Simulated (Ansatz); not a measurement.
## Pd under changes of volume

One of the cells (14.750 Å³/atom); the others are scaled copies at fixed shape and fractional positions:

```
CELL_PARAMETERS angstrom
0.00000 1.94650 1.94650
1.94650 0.00000 1.94650
1.94650 1.94650 0.00000
ATOMIC_POSITIONS crystal
Pd 0.00000 0.00000 0.00000
```

| Quantity | Value |
| --- | --- |
| Program | Ansatz 0.2.0 |
| Functional | HSE06 |
| Potentials or basis | Ansatz PAW |
| Cutoff | 420 eV (not typed: the program's choice for these potentials) |
| k mesh | 8 × 8 × 8 |
| Occupations | fermi-dirac, width 0.05 eV |
| Spin | no spin polarisation |

```csv
volume (Å³/atom),energy over the lowest point (meV/atom),pressure (GPa)
13.865,51.47,16.5
14.160,26.01,11.2
14.455,9.68,6.6
14.750,1.30,2.6
15.045,0.00,-1.0
15.340,?,?
15.635,14.98,-6.8
```

Question: What does the run at 15.340 Å³/atom give?

Answer: Energy over the lowest point 4.71 meV/atom; pressure -4.1 GPa.

Worked out: A Birch-Murnaghan fit of order 3 (a polynomial in V^(-2/3)) to the other rows has its minimum at 14.96 Å³/atom with B0 = V·E''(V) = 176 GPa and B' = 5.7. It gives 4.79 meV/atom at 15.340 Å³/atom, against the run's 4.71, and -dE/dV = -4.1 GPa, against -4.1.

Energies are extrapolated to zero smearing.

Caveats: the PAW data sets come from PBE, with cores solved anew for the run's functional, which leaves a small shift of forces and pressure; the thresholds are loose for stress.
